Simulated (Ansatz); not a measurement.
# SnS2: the cost of one run

Computed with Ansatz 0.2.0 (DFT PBE, scalar-relativistic, plane waves, PAW, and further levels as typed in the inputs, unless a step's input says otherwise).

**1. The starting structure**

It takes space group P-3m1 (No. 164, trigonal). Conventional cell: a = 3.639 Å, b = 3.639 Å, c = 5.868 Å, α = 90.00°, β = 90.00°, γ = 120.00°. Sn (site symmetry -3m) is surrounded by 6 S at 2.56 Å. S (site symmetry 3m) is surrounded by 3 Sn at 2.56 Å.

Structure file:

```cif
data_structure
_symmetry_space_group_name_H-M 'P-3m1'
_symmetry_Int_Tables_number 164
_cell_length_a 3.6390
_cell_length_b 3.6390
_cell_length_c 5.8680
_cell_angle_alpha 90.000
_cell_angle_beta 90.000
_cell_angle_gamma 120.000
_cell_volume 67.30
loop_
_atom_site_label
_atom_site_type_symbol
_atom_site_symmetry_multiplicity
_atom_site_Wyckoff_symbol
_atom_site_fract_x
_atom_site_fract_y
_atom_site_fract_z
_atom_site_occupancy
Sn1 Sn 1 a 0.00000 0.00000 0.00000 1
S1 S 2 d 0.33333 0.66667 0.25000 1
```

The structure rests on an entry of the Crystallography Open Database; cell or positions may have been set otherwise for this series.

**2. Single point: SnS2, no spin**

input.yaml reads:

```yaml
crystal:
  lattice:
    - [3.639, 0.0, 0.0]
    - [-1.8195, 3.1514664444, 0.0]
    - [0.0, 0.0, 5.868]
  atoms:
    - { symbol: Sn, position: [0.0, 0.0, 0.0] }
    - { symbol: S, position: [0.3333333333, 0.6666666667, 0.25] }
    - { symbol: S, position: [0.6666666667, 0.3333333333, 0.75] }
scf:
  occupations: { method: fixed }
output:
  forces: false
  stress: false
  eigenvalues: true
  optics:
    e_range: [0, 7]
    de: 0.04
    sigma: 0.1
    bands: { spectra_wanted_up_to: 8 }
    nscf_kmesh: { grid: [22, 22, 14] }
  write_density: true
  write_potential: true
  elf: true
  volumetric_format: npy
kpoints:
  mp_grid: { grid: [12, 12, 8] }
  band_path:
    path:
      - [[0.0, 0.0, 0.0], [0.5, 0.0, 0.0], [0.33333333, 0.33333333, 0.0], [0.0, 0.0, 0.0], [0.0, 0.0, 0.5], [0.5, 0.0, 0.5], [0.33333333, 0.33333333, 0.5], [0.0, 0.0, 0.5]]
      - [[0.5, 0.0, 0.5], [0.5, 0.0, 0.0]]
      - [[0.33333333, 0.33333333, 0.5], [0.33333333, 0.33333333, 0.0]]
    npoints: 14
```

Launch:

```sh
ansatz run input.yaml --threads 4 --pin off --max-ram 12288MiB --backend cpu --events-out ev --progress --plain --runs-dir out
```

**Question.** How long does this run take on 4 threads of Intel Xeon 6975P-C (Granite Rapids), shared host, and how much memory does it need?

About 32 s, with a peak of 3.4 GiB.
